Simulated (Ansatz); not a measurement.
Band edges of CsCl (Pm-3m)

```
Cs Cl
1.0
     3.96923    0.00000    0.00000
     0.00000    3.96923    0.00000
     0.00000    0.00000    3.96923
Cs Cl
1 1
Cartesian
  0.0000 0.0000 0.0000
  1.9846 1.9846 1.9846
```

The conventional cell has a = 3.969 Å, b = 3.969 Å, c = 3.969 Å, α = 90.00°, β = 90.00°, γ = 90.00°. Around Cs (atom 1) lie 8 Cl at 3.44 Å. Cl (atom 2) has 8 Cs at 3.44 Å as nearest neighbours.

Computed, not measured; unless marked otherwise by LDA, all-electron LAPW in Ansatz 0.2.0, scalar-relativistic. k mesh 6×6×6, fixed occupations, basis error target 1 meV/atom. The cell was relaxed by PAW under this functional, which moved its volume by -11 % from the database entry's.

Extrema are searched on a 10×10×10 mesh and refined by Newton steps; masses come from band slopes 0.005 Å⁻¹ away, 1/m* = (1/ħ²) d²E/dk², negative for holes (the finite step makes the lightest masses up to about 3 % heavy). k is in units of the reciprocal vectors.

**Question.** Where are the band edges, and is the gap direct?

**Answer.** The valence maximum lies at Gamma (0.000, 0.000, 0.000) and the conduction minimum at Gamma (0.000, 0.000, 0.000), so the Kohn-Sham gap of 4.991 eV is direct. A further conduction extremum at M (0.000, -0.500, -0.500) lies 0.756 eV from the edge (3 equivalent points). A further valence extremum at M (0.000, -0.500, -0.500) lies 0.153 eV from the edge (3 equivalent points).

**Question.** Several bands lie at or near the electron edge, or its surface isn't an ellipsoid. What are the masses by direction?

**Answer.** 

| direction | branch from the edge | its level at the point (eV from the edge) | m*/mₑ |
| --- | --- | --- | --- |
| 100 | 1 | 0.000 | 1.25 |
| 100 | 2 | 0.000 | 0.325 |
| 100 | 3 | 0.421 | 0.313 |
| 110 | 1 | 0.000 | 0.732 |
| 110 | 2 | 0.000 | 0.399 |
| 110 | 3 | 0.421 | 0.313 |
| 111 | 1 | 0.000 | 0.517 |
| 111 | 2 | 0.000 | 0.517 |
| 111 | 3 | 0.421 | 0.313 |
| 11-2 | 1 | 0.000 | 0.732 |
| 11-2 | 2 | 0.000 | 0.399 |
| 11-2 | 3 | 0.421 | 0.313 |

**Question.** Several bands lie at or near the hole edge, or its surface isn't an ellipsoid. What are the masses by direction?

**Answer.** 

```
direction  branch from the edge  its level at the point (eV from the edge)   m*/mₑ
      100                     1                                      0.000   -2.73
      100                     2                                      0.000   -2.73
      100                     3                                      0.000  -0.481
      110                     1                                      0.000   -2.73
      110                     2                                      0.000   -2.64
      110                     3                                      0.000  -0.483
      111                     1                                      0.000   -2.67
      111                     2                                      0.000   -2.67
      111                     3                                      0.000  -0.484
     11-2                     1                                      0.000   -2.68
     11-2                     2                                      0.000   -2.68
     11-2                     3                                      0.000  -0.483
```

**Question.** Along the Cartesian direction 111 the conduction slope is 0.07375 eV·Å one step out. What is it four steps out, and what does that say?

**Answer.** 0.2949 eV·Å, 3.998 times the first; a parabola would give 4, so the band is nearly parabolic here.

**Question.** What electronic dielectric constant and refractive index follow from the same bands (independent particles)?

**Answer.** ε∞ = (3.52, 3.52, 3.52), so n ≈ √ε∞ = 1.88 (mean over directions) well under the gap and the normal reflectivity is ((n − 1)/(n + 1))² = 0.093. Local fields, left out here, lower ε∞ by several per cent.

**Question.** What gap does PAW give in the same cell?

**Answer.** 4.992 eV, 1 meV from the LAPW value.

Known limits: no spin-orbit coupling on heavy atoms; semilocal gaps are low, and what follows the gap (onsets, screening, light masses) shifts with it; without spin-orbit coupling, bands that meet at the valence top are not the light and heavy holes of experiment; the frozen-core PAW files of the compared runs were fitted under PBE, their cores solved anew for this functional.
